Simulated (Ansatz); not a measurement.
System: α-phase Li3N. Method: HSE06 in Ansatz (PAW).

Numerical settings: plane-wave cutoff 460 eV, 9×9×8 k mesh (along the axes of the cell as run), Fermi–Dirac smearing 0.01 eV, scalar-relativistic PAW data made under PBE.

Computed at the level's own relaxed cell.

```
Li3N
1.0
    1.79731    -3.11304     0.00000
    1.79731     3.11304     0.00000
    0.00000     0.00000     3.84006
Li N
3 1
Direct
  0.33333   0.66667   0.00000
  0.66667   0.33333   0.00000
  0.00000   0.00000   0.50000
  0.00000   0.00000   0.00000
```

Q: List the 5 lowest band energies at Γ above −25 eV (eV, relative to the valence band maximum), grouping those that round alike.

A: At Γ: -12.80, -1.70, -0.23 (×2), 2.04.

Ansatz is a quantum-chemistry and plane-wave program.
